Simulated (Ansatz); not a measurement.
**Li started at a second open point in rocksalt LiF, 65 atoms, charge +1**

All numbers come from Ansatz (PAW, plane waves, no spin–orbit coupling) at the single k point (¼, ¼, ¼) without its symmetry partners. The atoms were relaxed with PBEsol in a fixed cell; other functionals are single points on those atoms unless said otherwise. The valence top and gap of the host come from its small cell on a dense mesh, with the band extrema sought between the mesh points, lined up by the mean potential, PBEsol gap 9.05 eV, HSE06 gap 11.54 eV. The charge correction uses an assumed dielectric constant of 9.0.

Cell: a = 8.015 Å, b = 8.015 Å, c = 8.015 Å, α = 90.00°, β = 90.00°, γ = 90.00°.

Nearest atoms after relaxation, from the placed atom (for vacancies from the middle of the vacant sites): F at 1.73 Å, F at 1.73 Å, F at 1.73 Å, F at 1.73 Å, Li at 2.13 Å, Li at 2.13 Å, Li at 2.13 Å, Li at 2.13 Å.

Chemical potentials μ are those of reference phases of the elements at zero temperature by the same functional (the usual solids, diamond for C, grey Sn, and the molecules H2, N2, O2, F2, Cl2, Br2 and S8).

| functional | E(defect) − E(host) − Σ nμ + q·E_VBM (eV) | monopole (eV) | alignment (eV) | formation energy at E_F = VBM (eV) | moment (μB) | wall time, shared host |
| --- | --- | --- | --- | --- | --- | --- |
| PBEsol | -4.41 | 0.28 | 0.08 | -4.05 | 0 (no spin) | 4.5 s on NVIDIA GB300 (relaxation) |

**Question.** Estimate the formation energy and moment that HSE06 gives on these atoms.

**Answer.** -5.67 eV at E_F = VBM (-6.03 eV before the monopole term 0.28 eV and the alignment 0.08 eV), moment 0 (no spin).

**Question.** How does the monopole term follow by hand for this cubic cell?

**Answer.** q²·α·e²/(4πε₀)/(2εL) with the Madelung constant α = 2.837 and e²/4πε₀ = 14.40 eV·Å: 1 × 2.837 × 14.40 / (2 × 9.0 × 8.015) = 0.28 eV.

HSE06 one-electron levels near the gap (the ten most localised at most), from the host's valence top, not corrected for the charge's images:

| level (eV) | spin | filling | atoms sharing it | element of the atom with most weight |
| --- | --- | --- | --- | --- |
| -0.01 | both | 2.00 | 28.7 | spread |
| -0.01 | both | 2.00 | 28.7 | spread |

All elements are taken at their own reference at once; growth conditions in equilibrium with the host shift these energies, by up to the host's formation enthalpy.

One k point and a cell of this size can leave errors of several tenths of an eV in such numbers.
